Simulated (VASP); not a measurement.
# BN (F-43m) in VASP: elastic constants with PBE

Aim: the elastic constants of BN with PBE.

Everything below comes from runs of VASP 6.6.1. Logs are shortened: lines on timing, memory, paths and dates and some standing lists are left out, and cuts for length are marked.

### Step 1. The crystal as given

The structure is cubic, space group F-43m (No. 216). The conventional cell has a = 3.625 Å, b = 3.625 Å, c = 3.625 Å, α = 90.00°, β = 90.00°, γ = 90.00°. B (site symmetry -43m) is surrounded by 4 N at 1.57 Å. Around N (site symmetry -43m) lie 4 B at 1.57 Å.

The cell was built by a generator and needn't be a form met in nature.

### Step 2. Elastic constants, PBE

Contents of POSCAR:

```
BN
1.0
    0.0000000000      1.8122856213      1.8122856213
    1.8122856213      0.0000000000      1.8122856213
    1.8122856213      1.8122856213     -0.0000000000
  B               N
     1     1
Direct
     0.0000000000000000    0.0000000000000000    0.0000000000000000
     0.2500000000000000    0.2500000000000000    0.2500000000000000
```

Contents of INCAR.step1:

```
PREC = Accurate ; ENCUT = 600
EDIFF = 1E-8 ; ISMEAR = -1
SIGMA = 0.05 ; LREAL = False
LASPH = True ; NELM = 100
ALGO = Normal ; ISIF = 3
LWAVE = False ; LCHARG = False
GGA = PE ; KPAR = 4
IBRION = 2 ; NSW = 40
EDIFFG = -0.002
```

Contents of INCAR.step2:

```
PREC = Accurate ; ENCUT = 600
EDIFF = 1E-8 ; ISMEAR = -1
SIGMA = 0.05 ; LREAL = False
LASPH = True ; NELM = 100
ALGO = Normal ; ISIF = 3
LWAVE = False ; LCHARG = False
GGA = PE ; KPAR = 4
IBRION = 6 ; NFREE = 2
POTIM = 0.015 ; NSW = 1
```

Contents of KPOINTS:

```
Automatic mesh
0
Gamma
  10 10 10
```

Potentials or basis: VASP PAW PBE potentials, release 64 (B, N).

Run with:

```bash
cat potpaw_PBE.64/B/POTCAR potpaw_PBE.64/N/POTCAR > POTCAR
cp INCAR.step1 INCAR
mpirun -np 4 vasp_std > vasp.out
cp CONTCAR POSCAR
cp INCAR.step2 INCAR
mpirun -np 4 vasp_std > vasp.out
```

OUTCAR:

```text
PREC = Accurate
   ENCUT = 600
   EDIFF = 1E-8
   ISMEAR = -1
   LREAL = False
   LASPH = True
   NELM = 100
   ISIF = 3
   GGA = PE
   IBRION = 6
   NFREE = 2
   POTIM = 0.015
   NSW = 1

 ion  position               nearest neighbor table
   1  0.000  0.000  0.000-   2 1.57   2 1.57   2 1.57   2 1.57
   2  0.250  0.250  0.250-   1 1.57   1 1.57   1 1.57   1 1.57

  LATTYP: Found a face centered cubic cell.
 ALAT       =     3.6245712426

  Lattice vectors:

 A1 = (   0.0000000000,   1.8122856213,   1.8122856213)
 A2 = (   1.8122856213,   0.0000000000,   1.8122856213)
 A3 = (   1.8122856213,   1.8122856213,   0.0000000000)

Analysis of symmetry for initial positions (statically):
=====================================================================
 Subroutine PRICEL returns:
 Original cell was already a primitive cell.

 Routine SETGRP: Setting up the symmetry group for a
 face centered cubic supercell.

 Subroutine GETGRP returns: Found 24 space group operations
 (whereof 24 operations were pure point group operations)
 out of a pool of 48 trial point group operations.

The static configuration has the point symmetry T_d .

Analysis of symmetry for dynamics (positions and initial velocities):
=====================================================================
 Subroutine PRICEL returns:
 Original cell was already a primitive cell.

 Routine SETGRP: Setting up the symmetry group for a
 face centered cubic supercell.

 Subroutine GETGRP returns: Found 24 space group operations
 (whereof 24 operations were pure point group operations)
 out of a pool of 48 trial point group operations.

The dynamic configuration has the point symmetry T_d .

 Subroutine INISYM returns: Found 24 space group operations
 (whereof 24 operations are pure point group operations),
 and found     1 'primitive' translations

----------------------------------------------------------------------------------------

                                     Primitive cell

  volume of cell :      11.9045

  direct lattice vectors                    reciprocal lattice vectors
     0.000000000  1.812285621  1.812285621    -0.275894701  0.275894701  0.275894701
     1.812285621  0.000000000  1.812285621     0.275894701 -0.275894701  0.275894701
     1.812285621  1.812285621  0.000000000     0.275894701  0.275894701 -0.275894701

  length of vectors
     2.562958905  2.562958905  2.562958905     0.477863640  0.477863640  0.477863640

  position of ions in fractional coordinates (direct lattice)
     0.000000000  0.000000000  0.000000000
     0.250000000  0.250000000  0.250000000

  ion indices of the primitive-cell ions
   primitive index   ion index
                 1           1
                 2           2

----------------------------------------------------------------------------------------

 KPOINTS: Automatic mesh

Automatic generation of k-mesh.
 Grid dimensions read from file:
 generate k-points for:   10   10   10

 Generating k-lattice:

  Cartesian coordinates                     Fractional coordinates (reciprocal lattice)
    -0.027589470  0.027589470  0.027589470     0.100000000  0.000000000  0.000000000
     0.027589470 -0.027589470  0.027589470     0.000000000  0.100000000  0.000000000
[... 108 lines left out ...]

------------------------ aborting loop because EDIFF is reached ----------------------------------------

  FORCE on cell =-STRESS in cart. coord.  units (eV):
  Direction    XX          YY          ZZ          XY          YZ          ZX
  --------------------------------------------------------------------------------------
  -------------------------------------------------------------------------------------
  Total       -0.0004298     -0.0004298     -0.0004298     -0.0000000     -0.0000000     -0.0000000
  in kB       -0.0578458     -0.0578458     -0.0578458     -0.0000000     -0.0000000     -0.0000000
  external PRESSURE =      -0.0578458 kB  Pullay stress =       0.0000000 kB
[... 89 lines left out ...]
  FREE ENERGIE OF THE ION-ELECTRON SYSTEM (eV)
  ---------------------------------------------------
  free  energy   TOTEN  =       -17.4480378306 eV

  energy  without entropy=      -17.4480378306  energy(sigma->0) =      -17.44803783

[... ionic steps 4 to 14 ...]

--------------------------------------- Ionic step       15  -------------------------------------------

 number of electron       7.9999999 magnetization

------------------------ aborting loop because EDIFF is reached ----------------------------------------
[... 67 lines left out ...]
--------------------------------------- Ionic step       17  -------------------------------------------

 number of electron       7.9999999 magnetization

 Free energy of the ion-electron system (eV)
  ---------------------------------------------------
  ext. energy  EPLUGINS =         0.00000000
  ---------------------------------------------------
  free energy    TOTEN  =       -17.45194386 eV

  energy without entropy =      -17.45194386  energy(sigma->0) =      -17.45194386

 E-fermi :   8.2907     XC(G=0): -12.7830

 val. band max:        7.4369590009   @ k =   0.0000   0.0000   0.0000
 cond. band min:      11.7533508141   @ k =   0.5000   0.5000   0.0000
 fundamental gap:      4.3163918132
 Fermi energy:         8.2907380604

 k-point     1 :       0.0000    0.0000    0.0000
  band No.  band energies     occupation
      1     -12.8359      2.00000
      2       7.1686      2.00000
      3       7.3071      2.00000
      4       7.4370      2.00000
      5      15.9812      0.00000
      6      16.0831      0.00000
      7      16.2008      0.00000
      8      17.5276      0.00000
[... 243 lines left out ...]
 k-point    24 :       0.4000    0.3000    0.0000
  band No.  band energies     occupation
      1      -9.0920      2.00000
      2       0.5240      2.00000
      3       2.8715      2.00000
      4       3.2659      2.00000
      5      13.3676      0.00000
      6      17.9007      0.00000
      7      22.6644      0.00000
      8      22.8277      0.00000

 [... further k-points ...]

------------------------ aborting loop because EDIFF is reached ----------------------------------------

  FORCE on cell =-STRESS in cart. coord.  units (eV):
  Direction    XX          YY          ZZ          XY          YZ          ZX
  --------------------------------------------------------------------------------------
  -------------------------------------------------------------------------------------
  Total        0.0030184      0.0051729      0.0051729      0.0000000      0.0221970      0.0000000
  in kB        0.4062413      0.6962074      0.6962074      0.0000000      2.9874057      0.0000000
  external PRESSURE =       0.5995521 kB  Pullay stress =       0.0000000 kB
[... 17 lines left out ...]
  FREE ENERGIE OF THE ION-ELECTRON SYSTEM (eV)
  ---------------------------------------------------
  free  energy   TOTEN  =       -17.4519438618 eV

  energy  without entropy=      -17.4519438617  energy(sigma->0) =      -17.45194386

 INTERNAL STRAIN TENSORS FROM STRAINED CELLS
 ============================================

 INTERNAL STRAIN TENSOR FOR ION    1 for displacements in x,y,z  (eV/Angst):
          X           Y           Z          XY          YZ          ZX
  --------------------------------------------------------------------------------
  x    -0.00000    -0.00000     0.00000    -0.00000     1.48053    -0.00000
  y    -0.00000    -0.00000     0.00000    -0.00000    -0.00000     1.48078
  z     0.00000     0.00000     0.00000     1.48029     0.00000     0.00000

 INTERNAL STRAIN TENSORS FROM DISPLACED ATOMS
 ============================================

 INTERNAL STRAIN TENSOR FOR ION    1 for displacements in x,y,z  (eV/Angst):
          X           Y           Z          XY          YZ          ZX
  --------------------------------------------------------------------------------
  x     0.00000     0.00000     0.00000     0.00000     1.47631     0.00000
  y     0.00000     0.00000     0.00000     0.00000     0.00000     1.47631
  z     0.00000     0.00000     0.00000     1.47631     0.00000     0.00000

 INTERNAL STRAIN TENSOR FOR ION    2 for displacements in x,y,z  (eV/Angst):
          X           Y           Z          XY          YZ          ZX
  --------------------------------------------------------------------------------
  x    -0.00000     0.00000     0.00000     0.00000    -1.47962     0.00000
  y     0.00000    -0.00000     0.00000     0.00000     0.00000    -1.47962
  z     0.00000     0.00000    -0.00000    -1.47962     0.00000     0.00000

 Eigenvectors and eigenvalues of the dynamical matrix
 ----------------------------------------------------

   1 f  =   30.865245 THz   193.932052 2PiTHz 1029.553740 cm-1   127.648338 meV
             X         Y         Z           dx          dy          dz
      0.000000  0.000000  0.000000     0.000000   -0.663779   -0.351721
      0.906143  0.906143  0.906143     0.000000    0.583248    0.309049
[... 21 lines left out ...]
   6 f/i=    0.000827 THz     0.005198 2PiTHz    0.027595 cm-1     0.003421 meV
             X         Y         Z           dx          dy          dz
      0.000000  0.000000  0.000000     0.000000   -0.381410   -0.538717
      0.906143  0.906143  0.906143     0.000000   -0.434072   -0.613100

--------------------------------------------------------------------------------------------------------

 ELASTIC MODULI CONTR FROM IONIC RELAXATION (kBar)
 Direction    XX          YY          ZZ          XY          YZ          ZX
 --------------------------------------------------------------------------------
 XX          -0.0000      0.0000      0.0000      0.0000     -0.0000      0.0000
 YY           0.0000     -0.0000     -0.0000      0.0000      0.0000     -0.0000
 ZZ           0.0000     -0.0000     -0.0000     -0.0000      0.0000      0.0000
 XY           0.0000      0.0000     -0.0000    -12.3632     -0.0000     -0.0000
 YZ          -0.0000      0.0000      0.0000     -0.0000    -12.3632     -0.0000
 ZX           0.0000     -0.0000      0.0000     -0.0000     -0.0000    -12.3632
 --------------------------------------------------------------------------------

 TOTAL ELASTIC MODULI (kBar)
 Direction    XX          YY          ZZ          XY          YZ          ZX
 --------------------------------------------------------------------------------
 XX        7798.0380   1701.7375   1701.7375     -0.0000     -0.0000     -0.0000
 YY        1701.7375   7798.0380   1701.7375     -0.0000      0.0000      0.0000
 ZZ        1701.7375   1701.7375   7798.0380      0.0000      0.0000     -0.0000
 XY          -0.0000     -0.0000      0.0000   4437.6826     -0.0000     -0.0000
 YZ          -0.0000      0.0000      0.0000     -0.0000   4437.6826     -0.0000
 ZX          -0.0000      0.0000     -0.0000     -0.0000     -0.0000   4437.6826
 --------------------------------------------------------------------------------
```

Wall time 41 s (4 MPI ranks of Intel Xeon Platinum 8488C (Sapphire Rapids), shared host); peak memory 0.2 GiB.

What came out:

| Quantity | Value |
| --- | --- |
| Elastic constants C11, C12, C44 | 780, 170, 444 GPa |
| Voigt bulk modulus | 373 GPa |
| Highest phonon frequency at Γ, LO-TO splitting left out | 1030 cm⁻¹ |

Phonon frequencies in cm⁻¹ (negative: imaginary):
```tsv
q point	frequencies
(0.000, 0.000, 0.000)	0 0 0 1030 1030 1030
```

Elastic tensor in Voigt notation (GPa, in the Cartesian axes of the cell as first typed):
```
780 170 170   0   0   0
170 780 170   0   0   0
170 170 780   0   0   0
  0   0   0 444   0   0
  0   0   0   0 444   0
  0   0   0   0   0 444
```

Clamped-ion elastic tensor (GPa):
```
780 170 170   0   0   0
170 780 170   0   0   0
170 170 780   0   0   0
  0   0   0 445   0   0
  0   0   0   0 445   0
  0   0   0   0   0 445
```
